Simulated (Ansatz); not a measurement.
The system is PbSe (Clausthalite).

```
CELL_PARAMETERS angstrom
0.00000 3.06065 3.06065
3.06065 0.00000 3.06065
3.06065 3.06065 0.00000
ATOMIC_POSITIONS crystal
Pb 0.00000 0.00000 0.00000
Se 0.50000 0.50000 0.50000
```

Base run:

* Program: Ansatz 0.2.0
* Functional: LDA
* Potentials or basis: all-electron PAW datasets made for the crystal
* Cutoff: 270 eV
* Density cutoff: 1080 eV
* k mesh: 8 × 8 × 8
* Occupations: fixed
* Spin: no spin polarisation

Its results: band gap on the k mesh 0.18 eV, direct.

**Question.** The run is repeated on the same cell with these changes: functional from LDA to PBE. What comes out?

**Answer.** Band gap on the k mesh 0.29 eV, direct.

Caveats: the program warned that the printed levels may be off, so bands, gaps and densities of states are rough; spin-orbit coupling is left out, which as a rule narrows the gap of such compounds by several tenths of an eV.

A k mesh can miss the band edges.

Not every run made on this cell is shown here.
